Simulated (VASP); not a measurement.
Wanted: the native input for a VASP 6.6.1 run.

```
Task                   : relaxation of cell and atoms
Functional             : revPBE
Potentials or basis    : VASP PAW PBE potentials, release 64 (Ag)
Cutoff                 : 600 eV
k mesh                 : 11 × 11 × 11
Occupations            : fermi-dirac, width 0.05 eV
Spin                   : no spin polarisation
Further INCAR settings : ALGO = Normal; EDIFF = 1e-06; IBRION = 2; EDIFFG = -0.02; NSW = 60; ISIF = 3
```

The structure of Ag lies in POSCAR:

```
Ag
1.0
    0.0000000000      2.0427500000      2.0427500000
    2.0427500000      0.0000000000      2.0427500000
    2.0427500000      2.0427500000      0.0000000000
Ag
1
Direct
    0.0000000000      0.0000000000      0.0000000000
```

The input as run:

INCAR

```
ALGO = Normal
EDIFF = 1E-6
EDIFFG = -0.02
ENCUT = 600
GGA = RE
IBRION = 2
ISIF = 3
ISMEAR = -1
LASPH = T
LCHARG = F
LREAL = F
LWAVE = F
NELM = 80
NSW = 60
PREC = Accurate
SIGMA = 0.05
```

KPOINTS

```
k-points
0
Gamma
  11 11 11
```

Potentials or basis: VASP PAW PBE potentials, release 64 (Ag).

The run is started by

```sh
$ cat potpaw_PBE.64/Ag/POTCAR > POTCAR
$ mpirun -np 1 vasp_std > vasp.out
```

It gave:

```yaml
Relaxed_volume: 18.37 Å³/atom
Relaxed_cell: a = 2.962 Å, b = 2.962 Å, c = 2.962 Å, α = 60.00°, β = 60.00°, γ = 60.00°
Space_group_after_relaxing_to_0.05_Å: Fm-3m (No. 225)
Energy_gained_by_relaxing: 27.3 meV/atom
Ionic_steps: 3
Pressure_after_relaxing: 0.0 GPa
Band_gap_on_the_k_mesh: none (metal or under the smearing width)
```

Caveat: the PAW data sets were made with another functional, which shifts forces and pressure a little.

It took 9.5 s on 1 thread of Intel(R) Xeon(R) Platinum 8559C (Emerald Rapids) (shared host), peak memory 0.15 GiB.
